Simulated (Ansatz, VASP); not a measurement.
**One calculation of GaN, two programs**

File INCAR:

```
SYSTEM = GaN
  PREC = Accurate
  ENCUT = 520
  EDIFF = 1E-6
  ISMEAR = -1
  SIGMA = 0.05
  LREAL = .False.
  LASPH = .True.
  NELM = 80
  ALGO = Normal
  ISIF = 2
  LWAVE = .False.
  LCHARG = .False.
  GGA = PS
  NBANDS = 26
```

Contents of KPOINTS:

```
regular mesh
0
Gamma
  8 8 4
  0 0 0
```

Contents of POSCAR:

```
GaN
1.0
    3.1800000000      0.0000000000      0.0000000000
   -1.5900000000      2.7539607840      0.0000000000
    0.0000000000      0.0000000000      5.1660000000
Ga N
2 2
Direct
    0.6666666667      0.3333333333      0.5000000000
    0.3333333333      0.6666666667      0.0000000000
    0.6666666667      0.3333333333      0.8750000000
    0.3333333333      0.6666666667      0.3750000000
```

input.yaml

```yaml
crystal:
  lattice:
    - [3.18, 0.0, 0.0]
    - [-1.59, 2.753960784, 0.0]
    - [0.0, 0.0, 5.166]
  atoms:
    - { symbol: Ga, position: [0.6666666667, 0.3333333333, 0.5] }
    - { symbol: Ga, position: [0.3333333333, 0.6666666667, 0.0] }
    - { symbol: "N", position: [0.6666666667, 0.3333333333, 0.875] }
    - { symbol: "N", position: [0.3333333333, 0.6666666667, 0.375] }
kpoints:
  mp_grid: { grid: [8, 8, 4] }
  band_path:
    path:
      - [0.0, 0.0, 0.0]
      - [0.5, 0.0, 0.0]
      - [0.3333333333, 0.3333333333, 0.0]
      - [0.0, 0.0, 0.0]
      - [0.0, 0.0, 0.5]
      - [0.5, 0.0, 0.5]
      - [0.3333333333, 0.3333333333, 0.5]
      - [0.0, 0.0, 0.5]
    npoints: 6
scf:
  occupations: { method: fermi_dirac, width: 0.05 }
hamiltonian:
  xc: pbesol
  pseudopotentials: { kind: all_electron, lapw: { basis_error: 0.002 } }
output:
  forces: true
  stress: true
  eigenvalues: true
```

Alike in both runs: functional PBEsol; k mesh 8 × 8 × 4; occupations fermi-dirac, width 0.05 eV; no spin polarisation.

|  | VASP | Ansatz |
| --- | --- | --- |
| version | VASP 6.6.1 | Ansatz 0.2.0 |
| potentials or method | VASP PAW PBE potentials, release 64 (Ga_d, N) | all-electron LAPW, scalar-relativistic |
| plane-wave cutoff (eV) | 520 | see its input |
| task | single point | band structure |

Ansatz gave:

* gap on the k mesh at the Fermi level (eV): 1.92
* least direct gap on the mesh (eV): 1.92
* pressure (GPa): 1.0
* largest component of the traceless stress (GPa): 1.39
* rms of the force components (eV/Å): 0.077

Which values does VASP return?

gap on the k mesh at the Fermi level (eV): 1.93; least direct gap on the mesh (eV): 1.93; pressure (GPa): 0.9; largest component of the traceless stress (GPa): 1.40; rms of the force components (eV/Å): 0.076.

Atom by atom the forces differ by 0.001 eV/Å (rms over components). Ansatz ran all-electron here, so the differences hold the error of VASP's frozen core and of both bases.

Caveats: the PAW data sets were made with another functional, which shifts forces and pressure a little (VASP). Expect the measured gap to be larger: semilocal functionals such as PBEsol lack the derivative discontinuity.
